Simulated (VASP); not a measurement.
# InAs (F-43m) in VASP: a series of runs, part 2 of 2

VASP 6.6.1.

## Step 4: Single point, PBE (volume scaled by 0.960)

The input, INCAR:

```
PREC = Accurate
ENCUT = 520
EDIFF = 1E-6
ISMEAR = 0
SIGMA = 0.05
LREAL = F
LASPH = T
NELM = 100
ALGO = Normal
ISIF = 2
LWAVE = F
LCHARG = F
GGA = PE
NBANDS = 16
```

The input, KPOINTS:

```
Automatic mesh
0
Gamma
  10 10 10
```

The input, POSCAR:

```
InAs
1.0
    0.0000000000      3.0513193246      3.0513193246
    3.0513193246      0.0000000000      3.0513193246
    3.0513193246      3.0513193246      0.0000000000
In As
1 1
Direct
    0.0000000000      0.0000000000      0.0000000000
    0.7500000000      0.7500000000      0.7500000000
```

Potentials or basis: VASP PAW PBE potentials, release 64 (In_d, As).

On the command line:

```sh
cat potpaw_PBE.64/In_d/POTCAR potpaw_PBE.64/As/POTCAR > POTCAR
mpirun -np 1 vasp_std > vasp.out
```

OUTCAR:

```text
PREC = Accurate
   ENCUT = 520
   EDIFF = 1E-6
   ISMEAR = 0
   LREAL = F
   LASPH = T
   NELM = 100
   ISIF = 2
   GGA = PE

 ion  position               nearest neighbor table
   1  0.000  0.000  0.000-   2 2.64   2 2.64   2 2.64   2 2.64
   2  0.750  0.750  0.750-   1 2.64   1 2.64   1 2.64   1 2.64

  LATTYP: Found a face centered cubic cell.
 ALAT       =     6.1026386492

  Lattice vectors:

 A1 = (   0.0000000000,   3.0513193246,   3.0513193246)
 A2 = (   3.0513193246,   0.0000000000,   3.0513193246)
 A3 = (   3.0513193246,   3.0513193246,   0.0000000000)

Analysis of symmetry for initial positions (statically):
=====================================================================
 Subroutine PRICEL returns:
 Original cell was already a primitive cell.

 Routine SETGRP: Setting up the symmetry group for a
 face centered cubic supercell.

 Subroutine GETGRP returns: Found 24 space group operations
 (whereof 24 operations were pure point group operations)
 out of a pool of 48 trial point group operations.

The static configuration has the point symmetry T_d .

Analysis of symmetry for dynamics (positions and initial velocities):
=====================================================================
 Subroutine PRICEL returns:
 Original cell was already a primitive cell.

 Routine SETGRP: Setting up the symmetry group for a
 face centered cubic supercell.

 Subroutine GETGRP returns: Found 24 space group operations
 (whereof 24 operations were pure point group operations)
 out of a pool of 48 trial point group operations.

The dynamic configuration has the point symmetry T_d .

 Subroutine INISYM returns: Found 24 space group operations
 (whereof 24 operations are pure point group operations),
 and found     1 'primitive' translations

----------------------------------------------------------------------------------------

                                     Primitive cell

  volume of cell :      56.8189

  direct lattice vectors                    reciprocal lattice vectors
     0.000000000  3.051319325  3.051319325    -0.163863545  0.163863545  0.163863545
     3.051319325  0.000000000  3.051319325     0.163863545 -0.163863545  0.163863545
     3.051319325  3.051319325  0.000000000     0.163863545  0.163863545 -0.163863545

  length of vectors
     4.315217172  4.315217172  4.315217172     0.283819985  0.283819985  0.283819985

  position of ions in fractional coordinates (direct lattice)
     0.000000000  0.000000000  0.000000000
     0.750000000  0.750000000  0.750000000

  ion indices of the primitive-cell ions
   primitive index   ion index
                 1           1
                 2           2

----------------------------------------------------------------------------------------

 KPOINTS: Automatic mesh

Automatic generation of k-mesh.
 Grid dimensions read from file:
 generate k-points for:   10   10   10

 Generating k-lattice:

  Cartesian coordinates                     Fractional coordinates (reciprocal lattice)
    -0.016386354  0.016386354  0.016386354     0.100000000  0.000000000  0.000000000
     0.016386354 -0.016386354  0.016386354     0.000000000  0.100000000  0.000000000
     0.016386354  0.016386354 -0.016386354     0.000000000  0.000000000  0.100000000

  Length of vectors
     0.028381998  0.028381998  0.028381998

  Shift w.r.t. Gamma in fractional coordinates (k-lattice)
     0.000000000  0.000000000  0.000000000

 Subroutine IBZKPT returns following result:
 ===========================================

 Found     47 irreducible k-points:

 Following reciprocal coordinates:
            Coordinates               Weight
  0.000000  0.000000  0.000000      1.000000
  0.100000  0.000000  0.000000      8.000000
  0.200000  0.000000  0.000000      8.000000
  0.300000  0.000000  0.000000      8.000000
  0.400000  0.000000  0.000000      8.000000
  0.500000  0.000000  0.000000      4.000000
[... 16 lines left out ...]
  0.300000  0.300000  0.000000      6.000000
  0.400000  0.300000  0.000000     24.000000
 [... further k-points ...]
   k-points           NKPTS =     47   k-points in BZ     NKDIM =     47   number of bands    NBANDS=     16
   number of dos      NEDOS =    301   number of ions     NIONS =      2
   total plane-waves  NPLWV =  32768
   dimension x,y,z NGX =    32 NGY =   32 NGZ =   32
   dimension x,y,z NGXF=    64 NGYF=   64 NGZF=   64
   ions per type =               1   1
   NGX,Y,Z   is equivalent  to a cutoff of  12.33, 12.33, 12.33 a.u.
   NGXF,Y,Z  is equivalent  to a cutoff of  24.66, 24.66, 24.66 a.u.
 SYSTEM =  unknown system
   PREC   = accura    normal or accurate (medium, high low for compatibility)
   ISTART =      0    job   : 0-new  1-cont  2-samecut
   ICHARG =      2    charge: 1-file 2-atom 10-const
   ISPIN  =      1    spin polarized calculation?
   LNONCOLLINEAR =      F non collinear calculations
   LSORBIT =      F    spin-orbit coupling
   LASPH  =      T    aspherical Exc in radial PAW
   ENCUT  =  520.0 eV  38.22 Ry    6.18 a.u.   8.02  8.02  8.02*2*pi/ulx,y,z
   NELM   =    100;   NELMIN=  2; NELMDL= -5     # of ELM steps
   EDIFF  = 0.1E-05   stopping-criterion for ELM
   LREAL  =      F    real-space projection
   EDIFFG = 0.1E-04   stopping-criterion for IOM
   NSW    =      0    number of steps for IOM
   IBRION =     -1    ionic relax: 0-MD 1-quasi-New 2-CG
   NFREE  =      0    steps in history (QN), initial steepest desc. (CG)
   ISIF   =      2    stress and relaxation
   ISYM   =      2    0-nonsym 1-usesym 2-fastsym
   POTIM  = 0.5000    time-step for ionic-motion
   TEBEG  =    0.0;   TEEND  =   0.0 temperature during run
   PSTRESS=    0.0 pullay stress
   NELECT =      18.0000    total number of electrons
   NUPDOWN=      -1.0000    fix difference up-down
   EMIN   =  10.00;   EMAX   =-10.00  energy-range for DOS
   EFERMI =   0.00;   METHOD = LEGACY
   ISMEAR =     0;   SIGMA  =   0.05  broadening in eV -4-tet -1-fermi 0-gaus
   EFERMI_NEDOS =   21; number of points for ismear=-14 and -15
   IALGO  =     38    algorithm
   IMIX   =      4    mixing-type and parameters
     AMIX     =   0.40;   BMIX     =  1.00
     AMIX_MAG =   1.60;   BMIX_MAG =  1.00
  volume/ion in A,a.u.               =      28.41       191.72
  Fermi-wavevector in a.u.,A,eV,Ry     =   1.116010  2.108953 16.945755  1.245478
  Thomas-Fermi vector in A             =   2.252620
   LORBIT       =      0    0 simple, 1 ext, 2 COOP (PROOUT), +10 PAW based schemes
   GGA     = PE    functional components
   LHFCALC =     F    Hartree Fock is set to
   AEXX    =    0.0000 exact exchange contribution
   IVDW    =     0    specifies the selected vdW correction
   LEPSILON=     F    determine dielectric tensor
   LRPA    =     F    only Hartree local field effects (RPA)
 non-spin polarized calculation
 Gauss-broadening in eV      SIGMA  =   0.05
  energy-cutoff  :      520.00
  volume of cell :       56.82
 maximum number of plane-waves:      1544
   NGX = 17   NGY = 17   NGZ = 17

 number of electron      17.9999994 magnetization

 Free energy of the ion-electron system (eV)
  ---------------------------------------------------
  ext. energy  EPLUGINS =         0.00000000
  ---------------------------------------------------
  free energy    TOTEN  =        -7.70221370 eV

  energy without entropy =       -7.70213635  energy(sigma->0) =       -7.70217503

 E-fermi :   4.2481     XC(G=0):  -8.9734

 val. band max:        4.2328381073   @ k =   0.0000   0.0000   0.0000
 cond. band min:       5.0973542599   @ k =   0.1000   0.0000   0.0000
 fundamental gap:      0.8645161526
 Fermi energy:         4.2480934861

 k-point     1 :       0.0000    0.0000    0.0000
  band No.  band energies     occupation
      1     -10.1042      2.00000
      2     -10.1042      2.00000
      3     -10.1042      2.00000
      4      -9.9895      2.00000
      5      -9.9895      2.00000
      6      -7.4542      2.00000
[... 8 lines left out ...]
     15      13.8436      0.00000
     16      13.8436      0.00000

 k-point     2 :       0.1000    0.0000    0.0000
  band No.  band energies     occupation
      1     -10.1159      2.00000
      2     -10.1008      2.00000
      3     -10.1008      2.00000
      4      -9.9896      2.00000
      5      -9.9896      2.00000
      6      -7.3553      2.00000
[... 8 lines left out ...]
     15      13.1647      0.00000
     16      13.1647      0.00000
[... 387 lines left out ...]
      5      -9.9759      2.00000
      6      -6.4023      2.00000
[... 8 lines left out ...]
     15      14.7666      0.00000
     16      15.9596      0.00000

 k-point    24 :       0.4000    0.3000    0.0000
  band No.  band energies     occupation
      1     -10.2379      2.00000
      2     -10.0500      2.00000
      3     -10.0478      2.00000
      4     -10.0130      2.00000
      5      -9.9739      2.00000
      6      -6.0729      2.00000
[... 8 lines left out ...]
     15      15.2260      0.00000
     16      16.1392      0.00000

 [... further k-points ...]
[... 5 lines left out ...]
  --------------------------------------------------------------------------------------
  -------------------------------------------------------------------------------------
  Total        0.7970469      0.7970469      0.7970469      0.0000000      0.0000000      0.0000000
  in kB       22.4750920     22.4750920     22.4750920      0.0000000      0.0000000      0.0000000
  external PRESSURE =      22.4750920 kB  Pullay stress =       0.0000000 kB

 VOLUME and BASIS-vectors are now :
 -----------------------------------------------------------------------------
  energy-cutoff  :      520.00
  volume of cell :       56.82
      direct lattice vectors                 reciprocal lattice vectors
     0.000000000  3.051319325  3.051319325    -0.163863545  0.163863545  0.163863545
     3.051319325  0.000000000  3.051319325     0.163863545 -0.163863545  0.163863545
     3.051319325  3.051319325  0.000000000     0.163863545  0.163863545 -0.163863545

 POSITION                                       TOTAL-FORCE (eV/Angst)
 -----------------------------------------------------------------------------------
      0.00000      0.00000      0.00000        -0.000000     -0.000000     -0.000000
      4.57698      4.57698      4.57698         0.000000      0.000000      0.000000
 -----------------------------------------------------------------------------------
    total drift:                                0.000000      0.000000      0.000000

  FREE ENERGIE OF THE ION-ELECTRON SYSTEM (eV)
  ---------------------------------------------------
  free  energy   TOTEN  =        -7.7022137033 eV

  energy  without entropy=       -7.7021363530  energy(sigma->0) =       -7.70217503
```

OSZICAR:

```text
N       E                     dE             d eps       ncg     rms          rms(c)
DAV:   1     0.111837418544E+03    0.11184E+03   -0.84024E+03  1528   0.121E+03
DAV:   2    -0.205970060210E+00   -0.11204E+03   -0.10718E+03  1656   0.294E+02
DAV:   3    -0.776333424846E+01   -0.75574E+01   -0.75187E+01  1936   0.760E+01
DAV:   4    -0.796051160900E+01   -0.19718E+00   -0.19713E+00  1856   0.134E+01
DAV:   5    -0.796932438015E+01   -0.88128E-02   -0.88126E-02  2280   0.243E+00    0.435E+00
DAV:   6    -0.772307795002E+01    0.24625E+00   -0.37307E-01  2344   0.100E+01    0.242E+00
DAV:   7    -0.770021359948E+01    0.22864E-01   -0.11059E-01  2088   0.286E+00    0.718E-01
DAV:   8    -0.770138652437E+01   -0.11729E-02   -0.12827E-02  1896   0.127E+00    0.182E-01
DAV:   9    -0.770200118909E+01   -0.61466E-03   -0.96714E-04  1824   0.267E-01    0.107E-01
DAV:  10    -0.770216480787E+01   -0.16362E-03   -0.18959E-04  1952   0.188E-01    0.590E-02
DAV:  11    -0.770221314437E+01   -0.48337E-04   -0.11264E-04  1720   0.113E-01    0.384E-02
DAV:  12    -0.770221370331E+01   -0.55894E-06   -0.59469E-06  1776   0.266E-02
   1 F= -.77022137E+01 E0= -.77021750E+01  d E =-.773503E-04
```

Wall time 45 s (1 thread of Intel Xeon 8259CL, shared host); peak memory 0.2 GiB.

Results:

```yaml
Free_energy: -7.7022 eV
Pressure: 2.2 GPa
Band_gap_on_the_k_mesh: zero (filled and empty bands touch)
```

Caveat: spin-orbit coupling is left out, which moves the levels of the heavy elements.

## Step 5: Summary

```csv
cell,gap on the mesh (eV),pressure (GPa)
"a = 4.291 Å, angles 60.0°, 2 atoms",none,3.3
"a = 4.321 Å, angles 60.0°, 2 atoms",none,2.0
"a = 4.315 Å, angles 60.0°, 2 atoms",none,2.2
```

Alike in all rows: task single point; level PBE; potentials or basis VASP PAW PBE potentials, release 64 (In_d, As); no spin polarisation; k mesh 10 × 10 × 10; cutoff (eV) 520; smearing gaussian 0.05 eV.

Caveats: spin-orbit coupling is left out, which moves the levels of the heavy elements.

Absolute energies hang on the potentials; compare differences alone.

## Step 6: How close it comes

Step 3. A measured gap of InAs is 0.418 eV (direct; 4.2 K; a printed reference work, data compilation); the calculated 0.00 eV misses it by -0.42 eV. Spin-orbit coupling on As, In is left out. The value is that of PBE on a finite k mesh, which can miss the band edges, without temperature or zero-point motion. Semilocal functionals fall short of measured gaps as a rule.
